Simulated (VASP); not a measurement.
# AlAs (F-43m) in VASP: further runs

The runs below take AlAs through relaxation of cell and atoms, with r2SCAN, PBEsol.

Everything below comes from runs of VASP 6.6.1. Logs are shortened: lines on timing, memory, paths and dates and some standing lists are left out, and cuts for length are marked.

## 1. The crystal as given

The structure is cubic, space group F-43m (No. 216). Conventional cell: a = 5.676 Å, b = 5.676 Å, c = 5.676 Å, α = 90.00°, β = 90.00°, γ = 90.00°. Al (site symmetry -43m) has 4 As at 2.46 Å as nearest neighbours. Around As (site symmetry -43m) lie 4 Al at 2.46 Å.

## 2. Relaxation of cell and atoms, r2SCAN

File INCAR:

```
SYSTEM = AlAs
  PREC = Accurate
  ENCUT = 600
  EDIFF = 1E-7
  ISMEAR = 0
  SIGMA = 0.03
  LREAL = .False.
  LASPH = .True.
  NELM = 80
  ALGO = Normal
  ISIF = 3
  LWAVE = .False.
  LCHARG = .False.
  METAGGA = R2SCAN
  LMIXTAU = .True.
  IBRION = 2
  NSW = 90
  EDIFFG = -0.005
```

File KPOINTS:

```
regular mesh
0
Gamma
  8 8 8
  0 0 0
```

File POSCAR:

```
AlAs                                    
1.0
    0.0000000000      2.8381291179      2.8381291179
    2.8381291179      0.0000000000      2.8381291179
    2.8381291179      2.8381291179     -0.0000000000
  Al              As            
     1     1
Direct
     0.0000000000000000    0.0000000000000000    0.0000000000000000
     0.2500000000000000    0.2500000000000000    0.2500000000000000
```

Potentials or basis: VASP PAW PBE potentials, release 64 (Al, As).

The run is started by

```sh
$ cat potpaw_PBE.64/Al/POTCAR potpaw_PBE.64/As/POTCAR > POTCAR
$ mpirun -np 1 vasp_std > vasp.out
```

OUTCAR:

```text
SYSTEM = AlAs
   PREC = Accurate
   ENCUT = 600
   EDIFF = 1E-7
   ISMEAR = 0
   LREAL = .False.
   LASPH = .True.
   NELM = 80
   ISIF = 3
   METAGGA = R2SCAN
   IBRION = 2
   NSW = 90
   EDIFFG = -0.005

 ion  position               nearest neighbor table
   1  0.000  0.000  0.000-   2 2.46   2 2.46   2 2.46   2 2.46
   2  0.250  0.250  0.250-   1 2.46   1 2.46   1 2.46   1 2.46

  LATTYP: Found a face centered cubic cell.
 ALAT       =     5.6762582358

  Lattice vectors:

 A1 = (   0.0000000000,   2.8381291179,   2.8381291179)
 A2 = (   2.8381291179,   0.0000000000,   2.8381291179)
 A3 = (   2.8381291179,   2.8381291179,   0.0000000000)

Analysis of symmetry for initial positions (statically):
=====================================================================
 Subroutine PRICEL returns:
 Original cell was already a primitive cell.

 Routine SETGRP: Setting up the symmetry group for a
 face centered cubic supercell.

 Subroutine GETGRP returns: Found 24 space group operations
 (whereof 24 operations were pure point group operations)
 out of a pool of 48 trial point group operations.

The static configuration has the point symmetry T_d .

Analysis of symmetry for dynamics (positions and initial velocities):
=====================================================================
 Subroutine PRICEL returns:
 Original cell was already a primitive cell.

 Routine SETGRP: Setting up the symmetry group for a
 face centered cubic supercell.

 Subroutine GETGRP returns: Found 24 space group operations
 (whereof 24 operations were pure point group operations)
 out of a pool of 48 trial point group operations.

The dynamic configuration has the point symmetry T_d .

 Subroutine INISYM returns: Found 24 space group operations
 (whereof 24 operations are pure point group operations),
 and found     1 'primitive' translations

----------------------------------------------------------------------------------------

                                     Primitive cell

  volume of cell :      45.7221

  direct lattice vectors                    reciprocal lattice vectors
     0.000000000  2.838129118  2.838129118    -0.176172394  0.176172394  0.176172394
     2.838129118  0.000000000  2.838129118     0.176172394 -0.176172394  0.176172394
     2.838129118  2.838129118  0.000000000     0.176172394  0.176172394 -0.176172394

  length of vectors
     4.013720690  4.013720690  4.013720690     0.305139537  0.305139537  0.305139537

  position of ions in fractional coordinates (direct lattice)
     0.000000000  0.000000000  0.000000000
[... 81 lines left out ...]
   NSW    =     90    number of steps for IOM
   IBRION =      2    ionic relax: 0-MD 1-quasi-New 2-CG
   NFREE  =      1    steps in history (QN), initial steepest desc. (CG)
   ISIF   =      3    stress and relaxation
   ISYM   =      2    0-nonsym 1-usesym 2-fastsym
   POTIM  = 0.5000    time-step for ionic-motion
   TEBEG  =    0.0;   TEEND  =   0.0 temperature during run
   PSTRESS=    0.0 pullay stress
   NELECT =       8.0000    total number of electrons
   NUPDOWN=      -1.0000    fix difference up-down
   EMIN   =  10.00;   EMAX   =-10.00  energy-range for DOS
   EFERMI =   0.00;   METHOD = LEGACY
   ISMEAR =     0;   SIGMA  =   0.03  broadening in eV -4-tet -1-fermi 0-gaus
   EFERMI_NEDOS =   21; number of points for ismear=-14 and -15
   IALGO  =     38    algorithm
   IMIX   =      4    mixing-type and parameters
     AMIX     =   0.40;   BMIX     =  1.00
     AMIX_MAG =   1.60;   BMIX_MAG =  1.00
  volume/ion in A,a.u.               =      22.86       154.27
  Fermi-wavevector in a.u.,A,eV,Ry     =   0.915650  1.730327 11.407319  0.838414
  Thomas-Fermi vector in A             =   2.040415
   LORBIT       =      0    0 simple, 1 ext, 2 COOP (PROOUT), +10 PAW based schemes
   METAGGA = R2SCAN    functional components
   LHFCALC =     F    Hartree Fock is set to
   AEXX    =    0.0000 exact exchange contribution
   IVDW    =     0    specifies the selected vdW correction
   LEPSILON=     F    determine dielectric tensor
   LRPA    =     F    only Hartree local field effects (RPA)
 conjugate gradient relaxation of ions
 non-spin polarized calculation
 Gauss-broadening in eV      SIGMA  =   0.03
  energy-cutoff  :      600.00
  volume of cell :       45.72
 maximum number of plane-waves:      1540
   NGX = 17   NGY = 17   NGZ = 17

 number of electron       8.0000001 magnetization

 Free energy of the ion-electron system (eV)
  ---------------------------------------------------
  ext. energy  EPLUGINS =         0.00000000
  ---------------------------------------------------
  free energy    TOTEN  =       -22.69560293 eV

  energy without entropy =      -22.69560293  energy(sigma->0) =      -22.69560293

 E-fermi :   3.7956     XC(G=0):  -9.4166

 val. band max:        3.5959114191   @ k =   0.0000   0.0000   0.0000
 cond. band min:       5.4002809277   @ k =   0.5000   0.5000   0.0000
 fundamental gap:      1.8043695085
 Fermi energy:         3.7956273322

 k-point     1 :       0.0000    0.0000    0.0000
  band No.  band energies     occupation
      1      -8.6767      2.00000
      2       3.5959      2.00000
      3       3.5959      2.00000
      4       3.5959      2.00000
      5       6.2332      0.00000
      6       8.2914      0.00000
      7       8.2914      0.00000
      8       8.2914      0.00000
[... 243 lines left out ...]
 k-point    24 :      -0.3750    0.2500    0.1250
  band No.  band energies     occupation
      1      -6.9380      2.00000
      2      -1.7398      2.00000
      3       0.8845      2.00000
      4       2.0318      2.00000
      5       7.6914      0.00000
      6       8.2902      0.00000
      7      10.7921      0.00000
      8      11.7810      0.00000

 [... further k-points ...]
[... 5 lines left out ...]
  --------------------------------------------------------------------------------------
  -------------------------------------------------------------------------------------
  Total        0.0070000      0.0070000      0.0070000      0.0000000     -0.0000000     -0.0000000
  in kB        0.2452916      0.2452916      0.2452916      0.0000000     -0.0000000     -0.0000000
  external PRESSURE =       0.2452916 kB  Pullay stress =       0.0000000 kB

 VOLUME and BASIS-vectors are now :
 -----------------------------------------------------------------------------
  energy-cutoff  :      600.00
  volume of cell :       45.72
      direct lattice vectors                 reciprocal lattice vectors
     0.000000000  2.838129118  2.838129118    -0.176172394  0.176172394  0.176172394
     2.838129118  0.000000000  2.838129118     0.176172394 -0.176172394  0.176172394
     2.838129118  2.838129118  0.000000000     0.176172394  0.176172394 -0.176172394

 POSITION                                       TOTAL-FORCE (eV/Angst)
 -----------------------------------------------------------------------------------
      0.00000      0.00000      0.00000         0.000000      0.000000      0.000000
      1.41906      1.41906      1.41906        -0.000000     -0.000000     -0.000000
 -----------------------------------------------------------------------------------
    total drift:                               -0.000000     -0.000000     -0.000000

  FREE ENERGIE OF THE ION-ELECTRON SYSTEM (eV)
  ---------------------------------------------------
  free  energy   TOTEN  =       -22.6956029264 eV

  energy  without entropy=      -22.6956029264  energy(sigma->0) =      -22.69560293

 reached required accuracy - stopping structural energy minimisation
```

Wall time 56 s (1 thread of AMD EPYC 9R14 (Zen 4), shared host); peak memory 0.16 GiB.

Results:

```
Free energy             : -22.6956 eV
Pressure after relaxing : 0.0 GPa
Band gap on the k mesh  : 1.80 eV, indirect (least direct gap 2.64 eV)
```

Final structure:
```xyz
2
Lattice="0.0000 2.8381 2.8381 2.8381 0.0000 2.8381 2.8381 2.8381 0.0000" Properties=species:S:1:pos:R:3 pbc="T T T"
Al    0.0000    0.0000    0.0000
As    1.4191    1.4191    1.4191
```

Levels at points of the mesh, in eV from the valence-band top:
```csv
k point,band 2,band 3,band 4,band 5,band 6,band 7
"(0.00, 0.00, 0.00)",0.00,0.00,0.00,2.64,4.70,4.70
"(0.50, 0.00, 0.00)",-5.66,-0.84,-0.84,2.62,5.10,5.10
"(0.50, 0.50, 0.00)",-5.51,-2.22,-2.22,1.80,2.68,11.12
```

Caveat: the relaxation stopped at its first step, so nothing moved; the PAW data sets were made with another functional, which shifts forces and pressure a little.

## 3. Relaxation of cell and atoms, PBEsol

This run uses another cell than the first one, of 22.67 Å³/atom, 0.992 times its volume.

File INCAR:

```
SYSTEM = AlAs
PREC = Accurate
ENCUT = 600
EDIFF = 1E-6
ISMEAR = 0
SIGMA = 0.03
LREAL = .FALSE.
LASPH = .TRUE.
NELM = 80
ALGO = Normal
ISIF = 3
LWAVE = .FALSE.
LCHARG = .FALSE.
GGA = PS
IBRION = 2
NSW = 90
EDIFFG = -0.01
KPAR = 4
```

File KPOINTS:

```
Automatic mesh
0
G
  8 8 8
  0 0 0
```

File POSCAR:

```
AlAs
1.0
    0.0000000000      2.8304000000      2.8304000000
    2.8304000000      0.0000000000      2.8304000000
    2.8304000000      2.8304000000      0.0000000000
Al As
1 1
Direct
    0.0000000000      0.0000000000      0.0000000000
    0.2500000000      0.2500000000      0.2500000000
```

Potentials or basis: VASP PAW PBE potentials, release 64 (Al, As).

The run is started by

```sh
$ cat potpaw_PBE.64/Al/POTCAR potpaw_PBE.64/As/POTCAR > POTCAR
$ mpirun -np 4 vasp_std > vasp.out
```

It took 14 s on 4 MPI ranks of Intel Xeon Platinum 8375C at 2.90GHz (Ice Lake), shared host; peak memory 0.18 GiB.

The run converged. Its results:

```yaml
Free_energy: -10.0649 eV
Relaxed_volume: 22.93 Å³/atom
Relaxed_cell: a = 4.018 Å, b = 4.018 Å, c = 4.018 Å, α = 60.00°, β = 60.00°, γ = 60.00°
Space_group_after_relaxing_to_0.05_Å: F-43m (No. 216)
Energy_gained_by_relaxing: 0.6 meV/atom
Ionic_steps: 3
Pressure_after_relaxing: 0.0 GPa
Band_gap_on_the_k_mesh: 1.34 eV, indirect (least direct gap 1.89 eV)
```

The path:
| step | energy change (eV) | largest force (eV/Å) | pressure (GPa) | volume (Å³) |
| --- | --- | --- | --- | --- |
| 1 | 0.0000 | 0.0000 | 0.82 | 45.35 |
| 2 | -0.0010 | 0.0000 | -0.41 | 46.12 |
| 3 | -0.0013 | 0.0000 | 0.00 | 45.86 |

Final structure:
```xyz
2
Lattice="0.0000 2.8409 2.8409 2.8409 0.0000 2.8409 2.8409 2.8409 0.0000" Properties=species:S:1:pos:R:3 pbc="T T T"
Al    0.0000    0.0000    0.0000
As    1.4204    1.4204    1.4204
```

Levels at points of the mesh, in eV from the valence-band top:
| k point | band 2 | band 3 | band 4 | band 5 | band 6 | band 7 |
| --- | --- | --- | --- | --- | --- | --- |
| (0.00, 0.00, 0.00) | 0.00 | 0.00 | 0.00 | 1.89 | 4.24 | 4.24 |
| (0.50, 0.00, 0.00) | -5.55 | -0.82 | -0.82 | 2.04 | 4.62 | 4.62 |
| (0.50, 0.50, 0.00) | -5.40 | -2.16 | -2.16 | 1.34 | 2.22 | 10.20 |

Caveat: the PAW data sets were made with another functional, which shifts forces and pressure a little.

## 4. Relaxation of cell and atoms, PBEsol

This run uses another cell than the first one, of 22.93 Å³/atom, 1.003 times its volume.

Changes to INCAR since step 3:

```diff
@@ -3,3 +3,3 @@
 ENCUT = 600
-EDIFF = 1E-6
+EDIFF = 1E-7
 ISMEAR = 0
@@ -16,3 +16,3 @@
 NSW = 90
-EDIFFG = -0.01
+EDIFFG = -0.005
 KPAR = 4
```

KPOINTS is that of step 3.

File POSCAR:

```
AlAs                                    
1.0
    0.0000000000      2.8408844733      2.8408844733
    2.8408844733      0.0000000000      2.8408844733
    2.8408844733      2.8408844733      0.0000000000
  Al              As            
     1     1
Direct
     0.0000000000000000    0.0000000000000000    0.0000000000000000
     0.2500000000000000    0.2500000000000000    0.2500000000000000
```

The run is started by

```sh
$ cat potpaw_PBE.64/Al/POTCAR potpaw_PBE.64/As/POTCAR > POTCAR
$ mpirun -np 4 vasp_std > vasp.out
```

Wall time 8.3 s (4 MPI ranks of Intel Xeon Platinum 8375C at 2.90GHz (Ice Lake), shared host); peak memory 0.17 GiB.

The run converged. Its results:

| Quantity | Value |
| --- | --- |
| Free energy | -10.0649 eV |
| Pressure after relaxing | 0.0 GPa |
| Band gap on the k mesh | 1.34 eV, indirect (least direct gap 1.89 eV) |

Final structure:
```xyz
2
Lattice="0.0000 2.8409 2.8409 2.8409 0.0000 2.8409 2.8409 2.8409 0.0000" Properties=species:S:1:pos:R:3 pbc="T T T"
Al    0.0000    0.0000    0.0000
As    1.4204    1.4204    1.4204
```

Levels at points of the mesh, in eV from the valence-band top:
```tsv
k point	band 2	band 3	band 4	band 5	band 6	band 7
(0.00, 0.00, 0.00)	0.00	0.00	0.00	1.89	4.24	4.24
(0.50, 0.00, 0.00)	-5.55	-0.82	-0.82	2.04	4.62	4.62
(0.50, 0.50, 0.00)	-5.40	-2.16	-2.16	1.34	2.22	10.20
```

Caveat: the relaxation stopped at its first step, so nothing moved; the PAW data sets were made with another functional, which shifts forces and pressure a little. Expect the measured gap to be larger: semilocal functionals such as PBEsol lack the derivative discontinuity.

(Part 1 of 2 ends here.)
